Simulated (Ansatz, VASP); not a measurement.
One calculation of Ag, two programs

INCAR

```
  PREC = Accurate
  ENCUT = 520
  EDIFF = 1E-7
  ISMEAR = -1
  SIGMA = 0.05
  LREAL = False
  LASPH = True
  NELM = 100
  ALGO = Normal
  ISIF = 2
  LWAVE = False
  LCHARG = True
  LDIPOL = True
  IDIPOL = 3
  DIPOL = 0.5 0.5 0.500
  GGA = PE
  LELF = True
  LVHAR = True
  LVACPOTAV = True
  NBANDS = 42
```

KPOINTS

```
regular mesh
0
Gamma
  9 9 1
```

The input POSCAR:

```
Ag
1.0
    2.8893797293      0.0000000000      0.0000000000
    0.0000000000      2.8893797293      0.0000000000
    0.0000000000      0.0000000000     25.2155000000
Ag
6
Direct
    0.5000000000      0.5000000000      0.2974361008
    0.0000000000      0.0000000000      0.3784616605
    0.5000000000      0.5000000000      0.4594872202
    0.0000000000      0.0000000000      0.5405127798
    0.5000000000      0.5000000000      0.6215383395
    0.0000000000      0.0000000000      0.7025638992
```

File input.yaml:

```yaml
crystal:
  lattice:
    - [2.8893797293, 0.0, 0.0]
    - [0.0, 2.8893797293, 0.0]
    - [0.0, 0.0, 25.2155]
  atoms:
    - { symbol: Ag, position: [0.5, 0.5, 0.2974361008] }
    - { symbol: Ag, position: [0.0, 0.0, 0.3784616605] }
    - { symbol: Ag, position: [0.5, 0.5, 0.4594872202] }
    - { symbol: Ag, position: [0.0, 0.0, 0.5405127798] }
    - { symbol: Ag, position: [0.5, 0.5, 0.6215383395] }
    - { symbol: Ag, position: [0.0, 0.0, 0.7025638992] }
hamiltonian:
  xc: pbe
  pseudopotentials: { kind: paw }
kpoints:
  mp_grid: { grid: [9, 9, 1] }
scf:
  occupations: { method: fermi_dirac, width: 0.05 }
output:
  forces: true
  eigenvalues: true
efield:
  axis: 3
  dipole_correction: true
  ramp_width: 0.04
```

Alike in both runs: task single point; functional PBE; k mesh 9 × 9 × 1; occupations fermi-dirac, width 0.05 eV; no spin polarisation.

|  | VASP | Ansatz |
| --- | --- | --- |
| version | VASP 6.6.1 | Ansatz 0.2.0 |
| potentials or method | VASP PAW PBE potentials, release 64 (Ag) | Ansatz PAW |
| plane-wave cutoff (eV) | 520 | 420 |
| valence electrons in the cell | 66 | 114 |

|  | VASP | Ansatz | Ansatz less VASP |
| --- | --- | --- | --- |
| gap on the k mesh at the Fermi level (eV) | none | none | - |
| rms of the force components (eV/Å) | 0.064 | 0.065 | +0.0007 |
| work function, face that differs most (eV) | 4.29 | 4.30 | +0.006 |

Atom by atom the forces differ by 0.002 eV/Å (rms over components). A gap of «none» marks a metal or a gap that the smearing closes. With one functional, cell and mesh, what is left measures potentials, basis and numerics. The two sets of potentials don't hold the same shells in valence.
